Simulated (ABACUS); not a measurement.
# Au (Fm-3m) in ABACUS: notebook

One crystal, Au, is run at these levels: PBE; tasks: equation of state.

Everything below comes from runs of ABACUS 3.10.1. Logs are shortened: lines on timing, memory, paths and dates and some standing lists are left out, and cuts for length are marked.

## (1) Starting point

The structure is cubic, space group Fm-3m (No. 225). Conventional cell: a = 4.070 Å, b = 4.070 Å, c = 4.070 Å, α = 90.00°, β = 90.00°, γ = 90.00°. Au (site symmetry m-3m) is surrounded by 12 Au at 2.88 Å.

## (2) Equation of state, PBE, 15.84 Å³/atom (volume scaled by 0.94)

INPUT reads:

```
INPUT_PARAMETERS
suffix              Au
calculation         scf
basis_type          lcao
pseudo_dir          ./
orbital_dir         ./
symmetry            1
dft_functional      pbe
ecutwfc             100
pseudo_rcut         10
nspin               1
nbands              14
ks_solver           genelpa
smearing_method     fd
smearing_sigma      0.00367493
scf_thr             1e-07
scf_nmax            100
mixing_type         broyden
mixing_beta         0.7
cal_force           1
cal_stress          1
out_mul             1
```

STRU reads:

```
ATOMIC_SPECIES
Au 196.9666 Au.upf

NUMERICAL_ORBITAL
Au_confined-atom_7au_3s2p2d1f.orb

LATTICE_CONSTANT
1.8897261246

LATTICE_VECTORS
0.0000000000 1.9934577312 1.9934577312
1.9934577312 0.0000000000 1.9934577312
1.9934577312 1.9934577312 0.0000000000

ATOMIC_POSITIONS
Direct

Au
0.0
1
0.0000000000 0.0000000000 0.0000000000 1 1 1
```

KPT reads:

```
K_POINTS
0
Gamma
11 11 11 0 0 0
```

Potentials or basis: PseudoDojo NC SR 0.4.1 PBE standard, DZP LCAO (the cutoffs set its grid).

Launch:

```bash
OMP_NUM_THREADS=1 mpirun -np 4 abacus > log
```

running log:

```text
ABACUS v3.10.1

               Atomic-orbital Based Ab-initio Computation at UStc

 ------------------------------------------------------------------------------------

 READING GENERAL INFORMATION
                           global_out_dir = OUT.Au/
                           global_in_card = INPUT
                               pseudo_dir = ./
                              orbital_dir = ./
                                    DSIZE = 4
                                    GSIZE = 1

 READING UNITCELL INFORMATION
                                    ntype = 1
                  lattice constant (Bohr) = 1.88973
              lattice constant (Angstrom) = 1

 READING ATOM TYPE 1
                               atom label = Au
                      L=0, number of zeta = 3
                      L=1, number of zeta = 2
                      L=2, number of zeta = 2
                      L=3, number of zeta = 1
             number of atom for this type = 1

                        TOTAL ATOM NUMBER = 1
DIRECT COORDINATES
    atom                   x                   y                   z     mag                  vx                  vy                  vz
taud_Au1            0.0000000000        0.0000000000        0.0000000000  0.0000        0.0000000000        0.0000000000        0.0000000000

                          Volume (Bohr^3) = 106.917
                             Volume (A^3) = 15.8435

 Lattice vectors: (Cartesian coordinate: in unit of a_0)
                   +0            +1.99346            +1.99346
             +1.99346                  +0            +1.99346
             +1.99346            +1.99346                  +0
 Reciprocal vectors: (Cartesian coordinate: in unit of 2 pi/a_0)
             -0.25082            +0.25082            +0.25082
             +0.25082            -0.25082            +0.25082
             +0.25082            +0.25082            -0.25082
 The esolver type has been set to : ksdft_lcao

                PAO radial cut off (Bohr) = 10

 Read in pseudopotential file is Au.upf
                     pseudopotential type = NC
          exchange-correlation functional = PBE
                 nonlocal core correction = 1
                        valence electrons = 19
                                     lmax = 3
                           number of zeta = 4
                     number of projectors = 7
                           L of projector = 0
                           L of projector = 0
                           L of projector = 1
                           L of projector = 1
                           L of projector = 2
                           L of projector = 2
                           L of projector = 3
     initial pseudo atomic orbital number = 10

 SETUP THE ELECTRONS NUMBER
            electron number of element Au = 19
      total electron number of element Au = 19
            AUTOSET number of electrons:  = 19
                           occupied bands = 10
                                   NLOCAL = 26
                                   NBANDS = 14
                                   NBANDS = 14
                                   NLOCAL = 26

%%%%%%%%%%%%%%%%%%%%%%%%%%%%%%%%%%%%%%%%%%%%%%%%%%%%%%%%%%%%%%%%%%%%%%%%%%%%%%%%%%%%%%%%%%%%%%%%%%%%%%%%%%
 Warning: the number of valence electrons in pseudopotential > 11 for Au: [Xe] 4f14 5d10 6s1
 Pseudopotentials with additional electrons can yield (more) accurate outcomes, but may be less efficient.
 If you're confident that your chosen pseudopotential is appropriate, you can safely ignore this warning.
%%%%%%%%%%%%%%%%%%%%%%%%%%%%%%%%%%%%%%%%%%%%%%%%%%%%%%%%%%%%%%%%%%%%%%%%%%%%%%%%%%%%%%%%%%%%%%%%%%%%%%%%%%

 SETUP THE PLANE WAVE BASIS
 energy cutoff for charge/potential (unit:Ry) = 400
            fft grid for charge/potential = [ 36, 36, 36 ]
                        fft grid division = [ 3, 3, 3 ]
        big fft grid for charge/potential = [ 12, 12, 12 ]
                                     nbxx = 432
                                     nrxx = 11664

 SETUP PLANE WAVES FOR CHARGE/POTENTIAL
                    number of plane waves = 14331
                         number of sticks = 769

 PARALLEL PW FOR CHARGE/POTENTIAL
     PROC   COLUMNS(POT)             PW
        1            192           3582
        2            193           3585
        3            192           3581
        4            192           3583
[... 53 lines left out ...]
                             BRAVAIS TYPE = 2
                     BRAVAIS LATTICE NAME = 02. Cubic I (body-centered)
                                    ibrav = 2
                       right hand lattice = 1
                        ROTATION MATRICES = 48
                               nkstot_ibz = 56
K-POINTS REDUCTION ACCORDING TO SYMMETRY
     IBZ    DIRECT_X    DIRECT_Y    DIRECT_Z  WEIGHT  ibz2bz
       1  0.00000000  0.00000000  0.00000000  0.0008       0
       2  0.09090909  0.09090909  0.09090909  0.0060       1
       3  0.18181818  0.18181818  0.18181818  0.0060       2
       4  0.27272727  0.27272727  0.27272727  0.0060       3
       5  0.36363636  0.36363636  0.36363636  0.0060       4
       6  0.45454545  0.45454545  0.45454545  0.0060       5
[... 22 lines left out ...]
      29 -0.36363636  0.36363636  0.36363636  0.0180      40
      30 -0.45454545  0.27272727  0.27272727  0.0090      41
[... 26 further k points ...]

                               nkstot now = 56
[... K-POINTS DIRECT COORDINATES: 56 rows ...]

           k-point number in this process = 56
       minimum distributed K point number = 56
[... stars of the k points ...]

[... K-POINTS CARTESIAN COORDINATES: 56 rows ...]

[... K-POINTS DIRECT COORDINATES: 56 rows ...]

 SETUP PLANE WAVES FOR WAVE FUNCTIONS
     energy cutoff for wavefunc (unit:Ry) = 100
              fft grid for wave functions = [ 36, 36, 36 ]
                    number of plane waves = 2637
                         number of sticks = 253

 PARALLEL PW FOR WAVE FUNCTIONS
     PROC   COLUMNS(POT)             PW
        1             63            659
        2             63            659
        3             63            659
        4             64            660
 --------------- sum -------------------
        4            253           2637

 SET NONLOCAL PSEUDOPOTENTIAL PROJECTORS
 max number of nonlocal projetors among all species is 7

 -------------------------------------------
 SELF-CONSISTENT
 -------------------------------------------

 SETUP SEARCHING RADIUS FOR PROGRAM TO SEARCH ADJACENT ATOMS
                  longest orb rcut (Bohr) = 7
   longest nonlocal projector rcut (Bohr) = 1.62
                     search radius (Bohr) = 17.2
              searching radius is (Bohr)) = 17.2
         searching radius unit is (Bohr)) = 1.89
                         PeriodicBoundary = 1
                        Radius(unit:lat0) = 9.12
                                   glayer = [ 5, 5, 5 ]
                             glayer_minus = [ 4, 4, 4 ]

Find the coordinate range of the input atom(unit:lat0).
                                  min_tau = [ -15.9, -15.9, -15.9 ]
                                  max_tau = [ 15.9, 15.9, 15.9 ]
                                BoxNumber = [ 9, 9, 9 ]

 SETUP EXTENDED REAL SPACE GRID FOR GRID INTEGRATION
                          real space grid = [ 36, 36, 36 ]
                 big cell numbers in grid = [ 12, 12, 12 ]
             meshcell numbers in big cell = [ 3, 3, 3 ]
                        extended fft grid = [ 20, 20, 20 ]
                dimension of extened grid = [ 53, 53, 53 ]
                            UnitCellTotal = 125
              Atom number in sub-FFT-grid = 1
    Local orbitals number in sub-FFT-grid = 26
                                ParaV.nnr = 15717
                                 init_chg = atomic

 LCAO ALGORITHM --------------- ION=   1  ELEC=   1--------------------------------

 Density error is 0.0449176158154
----------------------------------------------------------
     Energy           Rydberg                 eV
----------------------------------------------------------
 E_KohnSham     -296.3680570417      -4032.2942809556
 E_Harris       -299.0503081326      -4068.7881792597
 E_Fermi        1.7141114441         23.3216826464
----------------------------------------------------------
[... 58 lines left out ...]
 Density error is 5.73008410101e-08
----------------------------------------------------------
     Energy           Rydberg                 eV
----------------------------------------------------------
 E_KohnSham     -296.3849626069      -4032.5242929714
 E_KS(sigma->0) -296.3848812794      -4032.5231864535
 E_Harris       -296.3849596087      -4032.5242521785
 E_band         -12.6973390739       -172.7561608433
 E_one_elec     -73.8243762253       -1004.4321679597
 E_Hartree      49.3297733415        671.1659984924
 E_xc           -52.2066242137       -710.3075626508
 E_Ewald        -219.6835728544      -2988.9483478174
 E_entropy(-TS) -0.0001626551        -0.0022130359
 E_descf        0.0000000000         0.0000000000
 E_exx          0.0000000000         0.0000000000
 E_Fermi        1.6746723527         22.7850862803
----------------------------------------------------------

 charge density convergence is achieved
 final etot is -4032.524293 eV
 EFERMI = 22.78508628 eV

 STATE ENERGY(eV) AND OCCUPATIONS    NSPIN == 1
 1/56 kpoint (Cartesian) = 0.0000 0.0000 0.0000 (449 pws)
       1       -83.1003     0.00150263
       2       -34.3276     0.00150263
       3       -34.3276     0.00150263
       4       -34.3276     0.00150263
       5        12.1402     0.00150263
       6        17.6973     0.00150263
       7        17.6973     0.00150263
       8        17.6973     0.00150263
       9        19.4239     0.00150263
      10        19.4239     0.00150263
      11        37.3091        0.00000
      12        41.8025        0.00000
      13        41.8025        0.00000
      14        41.8025        0.00000
[... 66 lines left out ...]
       1       -83.0834      0.0120210
       2       -34.6126      0.0120210
       3       -34.3705      0.0120210
       4       -34.3705      0.0120210
       5        14.7844      0.0120210
       6        17.6676      0.0120210
       7        17.6676      0.0120210
       8        20.7226      0.0120210
       9        20.7226      0.0120210
      10        21.0332      0.0120210
      11        26.8872    2.81667e-38
      12        37.1033        0.00000
      13        40.6563        0.00000
      14        40.6563        0.00000

[... levels at 50 further k points ...]

 correction force for each atom along direction 1 is 3.27313e-14
 correction force for each atom along direction 2 is 2.43542e-14
 correction force for each atom along direction 3 is -7.25474e-14
------------------------------------------------------------------------------------------
 TOTAL-FORCE (eV/Angstrom)
------------------------------------------------------------------------------------------
                       Au1         0.0000000000         0.0000000000         0.0000000000
------------------------------------------------------------------------------------------

----------------------------------------------------------------
 TOTAL-STRESS (KBAR)
----------------------------------------------------------------
       261.1761588705        -0.0000000000         0.0000000000
         0.0000000000       261.1761588705         0.0000000000
         0.0000000000         0.0000000000       261.1761588705
----------------------------------------------------------------
 TOTAL-PRESSURE: 261.176159 KBAR

 --------------------------------------------
 !FINAL_ETOT_IS -4032.5242929713913327 eV
 --------------------------------------------
```

Wall time 3.3 s (4 MPI ranks of AMD EPYC 7B13 (Zen 3), shared host); peak memory 0.36 GiB.

What came out:

```yaml
Free_energy: -4032.5243 eV
Pressure: 26.1 GPa
Band_gap_on_the_k_mesh: none (metal or under the smearing width)
```

Caveat: the atomic orbitals were generated for these runs and aren't a published set; the basis of atomic orbitals isn't converged, which shifts pressures, moduli and gaps.

## (3) Equation of state, PBE, 16.18 Å³/atom (volume scaled by 0.96)

INPUT is that of step 2.

STRU reads:

```
ATOMIC_SPECIES
Au 196.9666 Au.upf

NUMERICAL_ORBITAL
Au_confined-atom_7au_3s2p2d1f.orb

LATTICE_CONSTANT
1.8897261246

LATTICE_VECTORS
0.0000000000 2.0074966285 2.0074966285
2.0074966285 0.0000000000 2.0074966285
2.0074966285 2.0074966285 0.0000000000

ATOMIC_POSITIONS
Direct

Au
0.0
1
0.0000000000 0.0000000000 0.0000000000 1 1 1
```

KPT is that of step 2.

Potentials or basis: PseudoDojo NC SR 0.4.1 PBE standard, DZP LCAO (the cutoffs set its grid).

Launch:

```bash
OMP_NUM_THREADS=1 mpirun -np 4 abacus > log
```

Run time: 3.2 s. Hardware: 4 MPI ranks of AMD EPYC 7B13 (Zen 3), shared host; peak memory 0.36 GiB.

It converged, with:

| Quantity | Value |
| --- | --- |
| Free energy | -4032.5734 eV |
| Pressure | 20.6 GPa |
| Band gap on the k mesh | none (metal or under the smearing width) |

Caveat: the atomic orbitals were generated for these runs and aren't a published set; the basis of atomic orbitals isn't converged, which shifts pressures, moduli and gaps.

## (4) Equation of state, PBE, 16.52 Å³/atom (volume scaled by 0.98)

INPUT is that of step 3.

STRU reads:

```
ATOMIC_SPECIES
Au 196.9666 Au.upf

NUMERICAL_ORBITAL
Au_confined-atom_7au_3s2p2d1f.orb

LATTICE_CONSTANT
1.8897261246

LATTICE_VECTORS
0.0000000000 2.0213418704 2.0213418704
2.0213418704 0.0000000000 2.0213418704
2.0213418704 2.0213418704 0.0000000000

ATOMIC_POSITIONS
Direct

Au
0.0
1
0.0000000000 0.0000000000 0.0000000000 1 1 1
```

KPT is that of step 3.

Launch:

```bash
OMP_NUM_THREADS=1 mpirun -np 4 abacus > log
```

It took 3.5 s on 4 MPI ranks of AMD EPYC 7B13 (Zen 3), shared host; peak memory 0.36 GiB.

Results (log left out):

| Item | Value |
| --- | --- |
| Free energy | -4032.6115 eV |
| Pressure | 15.7 GPa |
| Band gap on the k mesh | none (metal or under the smearing width) |

Caveat: the atomic orbitals were generated for these runs and aren't a published set; the basis of atomic orbitals isn't converged, which shifts pressures, moduli and gaps.

## (5) Equation of state, PBE, 16.85 Å³/atom

INPUT is that of step 4.

STRU reads:

```
ATOMIC_SPECIES
Au 196.9666 Au.upf

NUMERICAL_ORBITAL
Au_confined-atom_7au_3s2p2d1f.orb

LATTICE_CONSTANT
1.8897261246

LATTICE_VECTORS
0.0000000000 2.0350000000 2.0350000000
2.0350000000 0.0000000000 2.0350000000
2.0350000000 2.0350000000 0.0000000000

ATOMIC_POSITIONS
Direct

Au
0.0
1
0.0000000000 0.0000000000 0.0000000000 1 1 1
```

KPT is that of step 4.

Launch:

```bash
OMP_NUM_THREADS=1 mpirun -np 4 abacus > log
```

Wall time 3.4 s (4 MPI ranks of AMD EPYC 7B13 (Zen 3), shared host); peak memory 0.36 GiB.

The run converged. Its results:

```yaml
Free_energy: -4032.6399 eV
Pressure: 11.4 GPa
Band_gap_on_the_k_mesh: none (metal or under the smearing width)
```

Caveat: the atomic orbitals were generated for these runs and aren't a published set; the basis of atomic orbitals isn't converged, which shifts pressures, moduli and gaps.

## (6) Equation of state, PBE, 17.19 Å³/atom (volume scaled by 1.02)

INPUT is that of step 5.

STRU reads:

```
ATOMIC_SPECIES
Au 196.9666 Au.upf

NUMERICAL_ORBITAL
Au_confined-atom_7au_3s2p2d1f.orb

LATTICE_CONSTANT
1.8897261246

LATTICE_VECTORS
0.0000000000 2.0484772140 2.0484772140
2.0484772140 0.0000000000 2.0484772140
2.0484772140 2.0484772140 0.0000000000

ATOMIC_POSITIONS
Direct

Au
0.0
1
0.0000000000 0.0000000000 0.0000000000 1 1 1
```

KPT is that of step 5.

Potentials or basis: PseudoDojo NC SR 0.4.1 PBE standard, DZP LCAO (the cutoffs set its grid).

Launch:

```bash
OMP_NUM_THREADS=1 mpirun -np 4 abacus > log
```

It took 3.3 s on 4 MPI ranks of AMD EPYC 7B13 (Zen 3), shared host; peak memory 0.36 GiB.

It converged, with:

* Free energy: -4032.6598 eV
* Pressure: 7.6 GPa
* Band gap on the k mesh: none (metal or under the smearing width)

Caveat: the atomic orbitals were generated for these runs and aren't a published set; the basis of atomic orbitals isn't converged, which shifts pressures, moduli and gaps.

## (7) Equation of state, PBE, 17.53 Å³/atom (volume scaled by 1.04)

INPUT is that of step 6.

STRU reads:

```
ATOMIC_SPECIES
Au 196.9666 Au.upf

NUMERICAL_ORBITAL
Au_confined-atom_7au_3s2p2d1f.orb

LATTICE_CONSTANT
1.8897261246

LATTICE_VECTORS
0.0000000000 2.0617793868 2.0617793868
2.0617793868 0.0000000000 2.0617793868
2.0617793868 2.0617793868 0.0000000000

ATOMIC_POSITIONS
Direct

Au
0.0
1
0.0000000000 0.0000000000 0.0000000000 1 1 1
```

KPT is that of step 6.

Launch:

```bash
OMP_NUM_THREADS=1 mpirun -np 4 abacus > log
```

It took 3 s on 4 MPI ranks of AMD EPYC 7B13 (Zen 3), shared host; peak memory 0.36 GiB.

It converged, with:

| Item | Value |
| --- | --- |
| Free energy | -4032.6723 eV |
| Pressure | 4.3 GPa |
| Band gap on the k mesh | none (metal or under the smearing width) |

Caveat: the atomic orbitals were generated for these runs and aren't a published set; the basis of atomic orbitals isn't converged, which shifts pressures, moduli and gaps.

## (8) Equation of state, PBE, 17.87 Å³/atom (volume scaled by 1.06)

INPUT is that of step 7.

STRU reads:

```
ATOMIC_SPECIES
Au 196.9666 Au.upf

NUMERICAL_ORBITAL
Au_confined-atom_7au_3s2p2d1f.orb

LATTICE_CONSTANT
1.8897261246

LATTICE_VECTORS
0.0000000000 2.0749120936 2.0749120936
2.0749120936 0.0000000000 2.0749120936
2.0749120936 2.0749120936 0.0000000000

ATOMIC_POSITIONS
Direct

Au
0.0
1
0.0000000000 0.0000000000 0.0000000000 1 1 1
```

KPT is that of step 7.

Launch:

```bash
OMP_NUM_THREADS=1 mpirun -np 4 abacus > log
```

It took 2.9 s on 4 MPI ranks of AMD EPYC 7B13 (Zen 3), shared host; peak memory 0.36 GiB.

It converged, with:

```
Free energy            : -4032.6781 eV
Pressure               : 1.3 GPa
Band gap on the k mesh : none (metal or under the smearing width)
```

Caveat: the atomic orbitals were generated for these runs and aren't a published set; the basis of atomic orbitals isn't converged, which shifts pressures, moduli and gaps.

## (9) Equation of state, PBE

Potentials or basis: PseudoDojo NC SR 0.4.1 PBE standard, DZP LCAO (the cutoffs set its grid).

This step only gathers the single runs of the series.

What came out:

| Quantity | Value |
| --- | --- |
| Equilibrium volume | 18.04 Å³/atom (rough: see the caveat) |
| Bulk modulus | 137 GPa (rough) |

Energy against volume, from the lowest point:
```csv
volume (Å³/atom),energy (meV/atom)
15.843,153.76
16.181,104.65
16.518,66.50
16.855,38.18
17.192,18.29
17.529,5.77
17.866,0.00
```

Caveat: the atomic orbitals were generated for these runs and aren't a published set; the minimum lies outside the volumes run; the basis of atomic orbitals isn't converged, which shifts pressures, moduli and gaps.
